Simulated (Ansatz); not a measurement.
This log comes from Ansatz, run on GaN (F-43m) from a database of computed structures. The geometry is the r2SCAN minimum.

The cell:
```cif
data_structure
_symmetry_space_group_name_H-M 'P 1'
_symmetry_Int_Tables_number 1
_cell_length_a 3.1805
_cell_length_b 3.1805
_cell_length_c 3.1805
_cell_angle_alpha 60.000
_cell_angle_beta 60.000
_cell_angle_gamma 60.000
_cell_volume 22.75
loop_
_atom_site_label
_atom_site_type_symbol
_atom_site_fract_x
_atom_site_fract_y
_atom_site_fract_z
_atom_site_occupancy
Ga1 Ga 0.00000 0.00000 0.00000 1
N1 N 0.75000 0.75000 0.75000 1
```

Main lines of the log:
```
Functional definition: PBE
Crystal: 2 atoms, lattice volume = 22.749 Å³
Basis set: ecut = 420 eV, 459 PW (Γ)
Bands: 13, of which v1, the nominal top of the filled ones, is band 9 counted from 1 (8 counted from 0)
Symmetry: 24 space group operations
Space group: F-43m (ITA 216)
k-points: 16 of 216 (time reversal used)
Free energy (F): -4167.888730 eV
Fermi energy:    9.747194 eV
--- Per-component energies (eV) ---
  E_band       = -4.134246
  E_kinetic    = 247.411808
  E_local      = -1945.228966
  E_nonlocal   = 474.327674
  E_hartree    = 895.408479
  E_xc         = -128.906485
  E_vxc        = -134.280002
  E_paw        = -2120.256201
  E_vpaw       = -437.180793
  E_ewald      = -1590.645167
--- G₀W₀: contour deformation, 7 samples at zero and on the imaginary axis and 3 off it, 216 q-points, 157 empty bands' worth ---
    ik  band        ε_KS         Σx   Σc(E_QP)       V_xc       Z   E_QP_lin       E_QP  E_QP is
     0     8      9.7472   -23.9573     2.8800   -20.3094  0.7633     8.9675     8.9794  root
     0     9      9.7472   -23.9573     2.8800   -20.3094  0.7633     8.9675     8.9794  root
     0    10     11.5010   -11.4620    -3.9413   -15.7187  0.7975    11.8177    11.8164  root
     0    11     20.0926    -7.8764    -5.5036   -13.9167  0.7929    20.6353    20.6293  root
     1     8      9.4742   -23.6560     2.9425   -19.9187  0.7627     8.6662     8.6793  root
     1     9      9.4742   -23.6560     2.9425   -19.9187  0.7627     8.6662     8.6793  root
     1    10     13.1088   -11.7513    -4.1231   -16.2795  0.7884    13.5165    13.5140  root
     1    11     19.0464    -8.2775    -5.4983   -14.3108  0.7873    19.5875    19.5814  root
     2     8      8.9898   -23.1542     3.0574   -19.2615  0.7610     8.1393     8.1546  root
     2     9      8.9898   -23.1542     3.0574   -19.2615  0.7610     8.1393     8.1546  root
     2    10     14.2470   -10.3411    -4.7172   -15.5141  0.7962    14.7063    14.7028  root
     2    11     18.4171    -8.9706    -5.7425   -15.2974  0.7598    19.0066    19.0014  root
     3     8      8.7724   -22.9203     3.1050   -18.9641  0.7601     7.9050     7.9212  root
     3     9      8.7724   -22.9203     3.1050   -18.9641  0.7601     7.9050     7.9212  root
     3    10     14.4243   -10.1005    -4.7523   -15.2854  0.8034    14.8600    14.8569  root
     3    11     18.4976    -8.9788    -5.9694   -15.5315  0.7409    19.0891    19.0810  root
     8     8      8.0009   -22.2014     3.1992   -18.0823  0.7582     7.0593     7.0810  root
     8     9      9.3400   -23.4876     2.9741   -19.7103  0.7621     8.5232     8.5368  root
     8    10     14.5611   -11.2356    -4.6983   -16.4644  0.7804    15.0969    15.0916  root
     8    11     18.4515    -9.2214    -5.4365   -15.2147  0.7834    19.0147    19.0084  root
     9     8      7.6126   -21.8705     3.3489   -17.5846  0.7543     6.6527     6.6756  root
     9     9      7.6126   -21.8705     3.3489   -17.5846  0.7543     6.6527     6.6756  root
     9    10     13.9965    -8.6850    -4.3267   -13.2576  0.8049    14.2433    14.2424  root
     9    11     16.7622   -10.1522    -5.2021   -15.9466  0.7955    17.3614    17.3544  root
    12     8      7.0238   -21.2505     3.4638   -16.8262  0.7504     6.0376     6.0632  root
    12     9      7.0238   -21.2505     3.4638   -16.8262  0.7504     6.0376     6.0632  root
    12    10     13.0999    -8.7126    -4.0247   -12.8605  0.8153    13.2233    13.2230  root
    12    11     16.4474    -9.8665    -4.9810   -15.3521  0.8040    16.9569    16.9521  root
    14     8      6.0092   -21.2717     3.7219   -16.5328  0.7405     4.9556     4.9923  root
    14     9      7.3581   -21.4944     3.3415   -17.1972  0.7544     6.3774     6.4023  root
    14    10     16.2822    -9.3657    -4.7027   -14.4434  0.7871    16.6599    16.6572  root
    14    11     17.3117   -10.6387    -5.6088   -16.9466  0.7705    18.0227    18.0107  root
```

The points are ik 0 = (0, 0, 0) (Γ), ik 1 = (0, 0, 1/6), ik 2 = (0, 0, 1/3), ik 3 = (0, 0, -1/2), ik 8 = (0, 1/6, -1/6), ik 9 = (0, 1/3, 1/3), ik 12 = (0, -1/2, -1/2), ik 14 = (1/6, 1/3, -1/3); band 9 is the last filled one.

**Question.** Which of these blocks stood in the input: relax, gw, phonons, dielectric, magnetization (spin_orbit)?

**Answer.** gw. The quasiparticle table needs the gw block.

**Question.** Which k mesh was typed?

**Answer.** 6×6×6, Γ-centred.

**Question.** How were the bands filled?

**Answer.** Fixed occupations.

Command: `ansatz run input.yaml --threads 2 --pin off --max-ram 3686MiB --backend cpu --events-out ev --progress --plain --runs-dir out`. Wall time 68 s on 2 threads of Intel(R) Xeon(R) Platinum 8259CL CPU @ 2.50GHz (Skylake/Cascade Lake), with other jobs on the host; peak host memory 0.46 GiB.

Calculated for a static, non-magnetic cell.
